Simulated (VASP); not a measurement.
Results of a VASP single-point calculation on SnSe₂ (strained 1T (CdI2) bulk)

POSCAR

```
Sn Se
 1.0000000000000000
     3.8251493298139603    0.0000000000000000    0.0000000000000000
    -1.9125746649069801    3.3126764928879098    0.0000000000000000
     0.0000000000000000    0.0000000000000000    6.3516206455999997
 Sn  Se
   1   2
Cartesian
  0.0000000000000000 -0.0000000000000000  0.0000000000000000
 -0.0000000000000000  2.2084509952586062  1.5789483019051416
  1.9125746649069797  1.1042254976293031  4.7726723436948584
```

```json
{"gap between bands v and c": "0.66 eV", "least direct gap": "1.17 eV", "largest force": "0.27 eV/Å"}
```

Band v is the last that the valence electrons fill when counted band by band, and c is the next. Levels in eV from the top of v:

```csv
point,v−1,v,c,c+1
Γ,-0.24,-0.21,1.05,3.09
M,-1.15,-0.27,1.11,3.79
K,-1.43,-1.43,1.34,6.25
A,-0.11,-0.11,2.39,3.01
L,-0.78,-0.58,0.72,4.19
H,-0.45,-0.45,2.27,4.58
```

Question: Which of these levels of theory gave these results?
A. PBEsol
B. PBE with spin–orbit coupling
C. PBE
D. r²SCAN
E. HSE06
F. PBE0
G. LDA

Answer: C.

The INCAR was:

```
PREC = Accurate
NELM = 120
EDIFF = 1E-7
IBRION = -1
GGA = PE
ISIF = 2
LWAVE = .FALSE.
LCHARG = .FALSE.
ISMEAR = -1
SIGMA = 0.02
LASPH = .TRUE.
LREAL = .FALSE.
NSW = 0
ENCUT = 520
NBANDS = 20
```
